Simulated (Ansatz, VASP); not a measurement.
**Al: VASP beside Ansatz**

Contents of INCAR:

```
  PREC = Accurate
  ENCUT = 520
  EDIFF = 1E-7
  ISMEAR = -1
  SIGMA = 0.1
  LREAL = False
  LASPH = True
  NELM = 60
  ALGO = Normal
  ISIF = 2
  LWAVE = False
  LCHARG = True
  GGA = PE
  LELF = True
  LVHAR = True
  NBANDS = 8
```

Contents of KPOINTS:

```
regular mesh
0
Gamma
  13 13 13
```

File POSCAR:

```
Al
1.0
    2.8266265243      0.0000000000      0.0000000000
    0.0000000000      2.8266265243      0.0000000000
    0.0000000000      0.0000000000      2.8266265243
Al
1
Direct
    0.0000000000      0.0000000000      0.0000000000
```

Input for Ansatz:

```yaml
crystal:
  lattice:
    - [2.8266265243, 0.0, 0.0]
    - [0.0, 2.8266265243, 0.0]
    - [0.0, 0.0, 2.8266265243]
  atoms:
    - { symbol: Al, position: [0.0, 0.0, 0.0] }
hamiltonian:
  xc: pbe
  pseudopotentials:
    kind: paw
    azcp:
      Al: "pseudopotentials/Al.paw.azcp"
basis:
  ecutwfc: 420
  fft_grid_basis: typed
kpoints:
  mp_grid: { grid: [13, 13, 13], shift: [0, 0, 0] }
magnetization:
  spin_polarized: false
scf:
  occupations: { method: fermi_dirac, width: 0.1 }
  lower_state_search: "off"
output:
  stress: true
```

Alike in both runs: task single point; functional PBE; k mesh 13 × 13 × 13; occupations fermi-dirac, width 0.1 eV; no spin polarisation.

|  | VASP | Ansatz |
| --- | --- | --- |
| version | VASP 6.6.1 | Ansatz 0.2.0 |
| potentials or method | VASP PAW PBE potentials, release 64 (Al) | plane waves (420 eV) with PAW, scalar-relativistic |
| plane-wave cutoff (eV) | 520 | 420 |
| valence electrons in the cell | 3 | 3 |

|  | VASP | Ansatz | Ansatz less VASP |
| --- | --- | --- | --- |
| pressure (GPa) | -5.0 | -5.0 | +0.02 |

The functional is the same, so the differences come from potentials, cutoffs and numerics.
